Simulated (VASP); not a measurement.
A run of VASP 6.6.1 is set up as follows.

Contents of INCAR:

```
PREC = Accurate
ENCUT = 600
EDIFF = 1E-7
ISMEAR = 0
SIGMA = 0.1
LREAL = False
LASPH = True
NELM = 100
ALGO = Fast
ISIF = 3
LWAVE = False
LCHARG = False
GGA = PE
IBRION = 2
NSW = 90
EDIFFG = -0.005
```

File KPOINTS:

```
regular mesh
0
Gamma
  12 12 12
```

Contents of POSCAR:

```
Ti3Al
1.0
    0.0000000000      3.2317810000      3.2317810000
    3.2317810000      0.0000000000      3.2317810000
    3.2317810000      3.2317810000      0.0000000000
Ti Al
3 1
Direct
    0.7500000000      0.7500000000      0.7500000000
    0.2500000000      0.2500000000      0.2500000000
    0.0000000000      0.0000000000      0.0000000000
    0.5000000000      0.5000000000      0.5000000000
```

Potentials or basis: VASP PAW PBE potentials, release 64 (Ti_sv, Al).

Run with:

```sh
$ cat potpaw_PBE.64/Ti_sv/POTCAR potpaw_PBE.64/Al/POTCAR > POTCAR
$ mpirun -np 1 vasp_std > vasp.out
```

**Question.** Estimate the space group after relaxing (to 0.05 Å).

**Answer.** Fm-3m (No. 225).

**Question.** Estimate the relaxed volume.

**Answer.** 16.70 Å³/atom.

**Question.** Predict the relaxed cell.

**Answer.** a = 4.554 Å, b = 4.554 Å, c = 4.554 Å, α = 60.00°, β = 60.00°, γ = 60.00°.

The path:
```csv
step,energy change (eV),largest force (eV/Å),pressure (GPa),volume (Å³)
1,0.0000,0.0000,-1.17,67.51
2,-0.0015,0.0000,0.81,66.31
3,-0.0027,0.0000,0.01,66.79
```
